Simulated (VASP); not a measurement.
# Settings for PbSe: relaxation of the atoms

PbSe, P1 (no. 1), 8 atoms in the cell. PBE, relaxation of the atoms; PAW potentials Pb_d, Se (PBE set). VASP 6.6.1.

Wanted: energy within 1 meV/atom; two shortest distances of each atom within 0.01 Å.

POSCAR:
```
PbSe
1.0
    2.1548765900     -6.1339473500      0.0000000000
    4.3097531800     12.2678947000      0.0000000000
    0.0000000000      0.0000000000      4.4504935700
Pb Se
4 4
Direct
    0.3762630000      0.3222380000      0.2513920000
    0.3492850000      0.8092220000      0.2531960000
    0.6269550000      0.1827040000      0.7519230000
    0.6434370000      0.6878240000      0.7547580000
    0.1348990000      0.4255250000      0.2387420000
    0.1552210000      0.9368300000      0.2416950000
    0.8572810000      0.0636040000      0.7463740000
    0.8566590000      0.5720530000      0.7619190000
```

The series start from Force threshold EDIFFG (eV/Å): -0.02; Electronic threshold EDIFF (eV): 1e-6; Relaxation method: conjugate gradient, POTIM 0.5; Mixing and least electronic steps: default. Each series keeps the choices made before it, and each single choice may use up half of a tolerance.

## Force threshold EDIFFG (eV/Å)

| Force threshold EDIFFG (eV/Å) | Energy less reference (meV/atom) | Two shortest distances of each atom, largest deviation (Å) | Time (s) |
|---|---|---|---|
| -0.1 | 0.7 | 0.028 | 50 |
| -0.05 | 0.2 | 0.026 | 58 |
| -0.03 | 0.1 | 0.018 | 77 |
| -0.02 | 0.1 | 0.018 | 87 |
| -0.01 | 0.0 | 0.006 | 149 |
| -0.005 | 0.0 | 0.002 | 235 |
| -0.002 (reference) | 0.0 | 0.000 | 319 |

Chosen: -0.005, the loosest value from which every tighter one stays within half of the tolerance.

## Electronic threshold EDIFF (eV)

| Electronic threshold EDIFF (eV) | Energy less reference (meV/atom) | Two shortest distances of each atom, largest deviation (Å) | Time (s) |
|---|---|---|---|
| 0.001 | 0.1 | 0.015 | 453 |
| 0.0001 | 0.0 | 0.012 | 312 |
| 1e-5 | 0.0 | 0.009 | 159 |
| 1e-6 | 0.0 | 0.000 | 235 |
| 1e-7 (reference) | 0.0 | 0.000 | 216 |

Chosen: 1e-6.

## Relaxation method

| Relaxation method | Energy less reference (meV/atom) | Two shortest distances of each atom, largest deviation (Å) | Time (s) |
|---|---|---|---|
| conjugate gradient, POTIM 0.5 | 0.0 | 0.000 | 235 |
| conjugate gradient, POTIM 0.2 | 0.0 | 0.001 | 295 |
| conjugate gradient, POTIM 1.0 | 0.0 | 0.002 | 206 |
| quasi-Newton, POTIM 0.5 | 0.0 | 0.005 | 135 |
| quasi-Newton, POTIM 0.3, 10 steps kept | 0.0 | 0.004 | 364 |
| quasi-Newton, POTIM 0.5, at least 5 electronic steps | 0.0 | 0.001 | 146 |
| damped dynamics, POTIM 0.2, SMASS 0.4 | 0.0 | 0.006 | 193 |
| damped dynamics, POTIM 0.4, SMASS 0.8 | 0.0 | 0.008 | 179 |
| velocity quench, POTIM 0.1 | 0.0 | 0.003 | 149 |

Chosen: quasi-Newton, POTIM 0.5, the fastest of those that stay within half of the tolerance.

## Mixing and least electronic steps

| Mixing and least electronic steps | Energy less reference (meV/atom) | Two shortest distances of each atom, largest deviation (Å) | Time (s) |
|---|---|---|---|
| default | 0.0 | 0.000 | 135 |
| MAXMIX 40 | 0.0 | 0.002 | 118 |
| NELMIN 4 | 0.0 | 0.001 | 151 |
| NELMIN 4, MAXMIX 40 | 0.0 | 0.002 | 122 |
| ALGO Fast | 0.0 | 0.001 | 197 |

Chosen: MAXMIX 40; it saves 17.2 s of 135, so default would do nearly as well.

## All choices together

| Input | Energy less reference (meV/atom) | Two shortest distances of each atom, largest deviation (Å) | Time (s) |
|---|---|---|---|
| program defaults (naive) | 0.2 | 0.029 | 78 |
| chosen settings | 0.0 | 0.009 | 118 |
| reference settings throughout | 0.0 | 0.000 | 280 |

The tolerance is met.

## The input

INCAR:
```
PREC = Normal
ENCUT = 300
EDIFF = 1E-6
ISMEAR = 0
SIGMA = 0.05
LREAL = F
LASPH = T
NELM = 100
ALGO = Normal
LWAVE = F
LCHARG = F
IBRION = 1
NSW = 150
ISIF = 2
EDIFFG = -0.005
POTIM = 0.5
KPAR = 8
MAXMIX = 40
```

KPOINTS:
```
k-points
0
Gamma
  4 2 4
```

Commands:
```
cat potpaw_PBE.64/Pb_d/POTCAR potpaw_PBE.64/Se/POTCAR > POTCAR
mpirun -np 8 vasp_std > vasp.out
```

Limits: the start was distorted on purpose (atoms moved at random), so the space group given is the start's and not the crystal's.

The chosen input took VASP 6.6.1 118 s on 8 cores (Intel Xeon Platinum 8259CL @ 2.50GHz (Skylake/Cascade Lake)), a shared host.

## An input that fails: ionic step far too long

What the run shows: internal error in: us.F  at line: 1398 internal ERROR SETYLM_AUG: -21 -91 55 55 -22 1 -92 If you are not a developer, you should not encounter this problem. Please submit a bug report.

Changes against the starting input:
```
- NELM = 100
- IBRION = 2
- NSW = 150
- POTIM = 0.5
+ NELM = 60
+ IBRION = 3
+ NSW = 30
+ POTIM = 5.0
+ SMASS = 0.4
```
